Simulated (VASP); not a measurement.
# BaZrO₃ in VASP 6.6.1, single-point calculation

INCAR

```
SIGMA = 0.02
EDIFF = 0.0001
PREC = Accurate
ENCUT = 520
NSW = 0
ISIF = 2
LWAVE = .FALSE.
LASPH = .TRUE.
NELM = 74
ISMEAR = -1
LCHARG = .FALSE.
IBRION = -1
LREAL = .FALSE.
GGA = PE
NELMDL = -8
NBANDS = 28
```

KPOINTS

```
KPOINTS created by Atomic Simulation Environment
0
Monkhorst-Pack
6 6 6
0 0 0
```

POSCAR

```
Ba Zr O
 1.0000000000000000
     4.2053549142000000    0.0000000000000000    0.0000000000000000
     0.0000000000000000    4.2053549142000000    0.0000000000000000
     0.0000000000000000    0.0000000000000000    4.1633013650999997
 Ba  Zr  O
   1   1   3
Cartesian
  0.0000000000000000  0.0000000000000000  0.0000000000000000
  2.1026774571000004  2.1026774571000004  2.0816506825499999
  2.1026774571000004  2.1026774571000004  0.0000000000000000
  2.1026774571000004  0.0000000000000000  2.0816506825499999
  0.0000000000000000  2.1026774571000004  2.0816506825499999
```

The recommended PBE PAW datasets give the neutral cell 40 valence electrons.

Command

```
mpirun -np 1 vasp_std
```

OSZICAR

```
N       E                     dE             d eps       ncg     rms          rms(c)
DAV:   1     0.306910004717E+03    0.30691E+03   -0.22010E+04  1008   0.141E+03
DAV:   2    -0.286825385493E+02   -0.33559E+03   -0.32349E+03  1264   0.350E+02
DAV:   3    -0.485950113772E+02   -0.19912E+02   -0.19831E+02  1520   0.799E+01
DAV:   4    -0.492457880156E+02   -0.65078E+00   -0.64988E+00  1436   0.111E+01
DAV:   5    -0.492555758541E+02   -0.97878E-02   -0.97873E-02  1380   0.121E+00
DAV:   6    -0.492556892281E+02   -0.11337E-03   -0.11337E-03  1456   0.126E-01
DAV:   7    -0.492556901859E+02   -0.95783E-06   -0.95794E-06   852   0.125E-02
DAV:   8    -0.492556904218E+02   -0.23592E-06   -0.23585E-06   712   0.490E-03    0.289E+01
DAV:   9    -0.417781472027E+02    0.74775E+01   -0.38653E+01  1156   0.384E+01    0.128E+01
DAV:  10    -0.416945367715E+02    0.83610E-01   -0.26934E+00  1412   0.908E+00    0.777E+00
DAV:  11    -0.416848080116E+02    0.97288E-02   -0.33145E-01  1172   0.413E+00    0.676E-01
DAV:  12    -0.416815140114E+02    0.32940E-02   -0.57542E-02  1344   0.133E+00    0.511E-01
DAV:  13    -0.416830912592E+02   -0.15772E-02   -0.14691E-02  1332   0.983E-01    0.219E-01
DAV:  14    -0.416827994394E+02    0.29182E-03   -0.17256E-03  1260   0.332E-01    0.387E-02
DAV:  15    -0.416828490417E+02   -0.49602E-04   -0.14230E-04   908   0.835E-02
   1 F= -.41682849E+02 E0= -.41682849E+02  d E =-.337456E-12
```

From OUTCAR

```
k-points           NKPTS =     18   k-points in BZ     NKDIM =     18   number of bands    NBANDS=     28

   NELECT =      40.0000    total number of electrons

   dimension x,y,z NGX =    32 NGY =   32 NGZ =   32
   dimension x,y,z NGXF=    64 NGYF=   64 NGZF=   64

  energy-cutoff  :      520.00
  volume of cell :       73.63
      direct lattice vectors                 reciprocal lattice vectors
     4.205354914  0.000000000  0.000000000     0.237792058  0.000000000  0.000000000
     0.000000000  4.205354914  0.000000000     0.000000000  0.237792058  0.000000000
     0.000000000  0.000000000  4.163301365     0.000000000  0.000000000  0.240193998

 k-points in reciprocal lattice and weights: KPOINTS created by Atomic Simulation Env
   0.08333333  0.08333333  0.08333333       0.037
   0.25000000  0.08333333  0.08333333       0.074
   0.41666667  0.08333333  0.08333333       0.074
   0.25000000  0.25000000  0.08333333       0.037
   0.41666667  0.25000000  0.08333333       0.074
   0.41666667  0.41666667  0.08333333       0.037
   0.08333333  0.08333333  0.25000000       0.037
   0.25000000  0.08333333  0.25000000       0.074
   ...

 E-fermi :   4.2306

 k-point     1 :       0.0833    0.0833    0.0833
  band No.  band energies     occupation
      1     -43.2249      2.00000
      2     -21.5726      2.00000
      3     -21.4105      2.00000
      4     -21.3984      2.00000
      5     -21.3439      2.00000
      6     -12.5492      2.00000
      7     -12.2687      2.00000
      8     -12.2254      2.00000
      9      -6.6723      2.00000
     10      -6.6628      2.00000
     11      -6.5920      2.00000
     12       2.0401      2.00000
     13       2.2347      2.00000
     14       2.2743      2.00000
     15       2.5024      2.00000
     16       2.5198      2.00000
     17       2.8644      2.00000
     18       3.2246      2.00000
     19       3.3673      2.00000
     20       3.3782      2.00000
     21       7.2747      0.00000
     22       7.3199      0.00000
     23       7.3288      0.00000
     24       8.7569      0.00000
     25       8.8379      0.00000
     26      10.1213      0.00000
     27      11.5165      0.00000
     28      11.6621      0.00000

 k-point     2 :       0.2500    0.0833    0.0833
  band No.  band energies     occupation
      1     -43.2235      2.00000
      2     -21.6579      2.00000
      3     -21.4237      2.00000
      4     -21.4014      2.00000
      5     -21.3178      2.00000
      6     -12.5838      2.00000
      7     -12.2461      2.00000
      8     -11.8821      2.00000
      9      -6.6571      2.00000
     10      -6.6455      2.00000
     11      -6.5155      2.00000
     12       1.3067      2.00000
     13       1.8344      2.00000
     14       2.0377      2.00000
     15       2.1008      2.00000
     16       2.1520      2.00000
     17       2.7130      2.00000
     18       2.7680      2.00000
     19       3.2141      2.00000
     20       3.2429      2.00000
     21       7.4896      0.00000
     22       8.1711      0.00000
     23       8.2463      0.00000
     24       9.5075      0.00000
     25       9.6296      0.00000
     26      10.9400      0.00000
     27      11.6184      0.00000
     28      11.8271      0.00000

 ...

  Total        1.9765926      1.9765926      3.1099369      0.0000000     -0.0000000      0.0000000
  in kB       43.0115003     43.0115003     67.6735577      0.0000000     -0.0000000      0.0000000
  external PRESSURE =      51.2321861 kB  Pullay stress =       0.0000000 kB

 POSITION                                       TOTAL-FORCE (eV/Angst)
 -----------------------------------------------------------------------------------
      0.00000      0.00000      0.00000         0.000000      0.000000      0.000000
      2.10268      2.10268      2.08165         0.000000      0.000000      0.000000
      2.10268      2.10268      0.00000         0.000000      0.000000      0.000000
      2.10268      0.00000      2.08165         0.000000      0.000000      0.000000
      0.00000      2.10268      2.08165         0.000000      0.000000      0.000000
 -----------------------------------------------------------------------------------
    total drift:                                0.000000     -0.000000     -0.000000

  FREE ENERGIE OF THE ION-ELECTRON SYSTEM (eV)
  ---------------------------------------------------
  free  energy   TOTEN  =       -41.6828490417 eV

  energy  without entropy=      -41.6828490417  energy(sigma->0) =      -41.68284904
```

It converged. Results: gap between bands v and c on the k mesh 3.56 eV; least direct gap on the k mesh 3.90 eV; pressure 5.1 GPa. Band v is the last that the valence electrons fill when counted band by band, and c is the next.

These settings aren't sound, so the numbers aren't properties of the crystal. The shifted mesh misses Γ, so a band edge there is missed.

On sound settings PBE gives a gap of 3.15 eV on its mesh and a pressure of 5.1 GPa for the intended cell.

The run took about 25 s on one core of a shared host (Intel Xeon Platinum 8488C) and held 0.19 GiB at most.
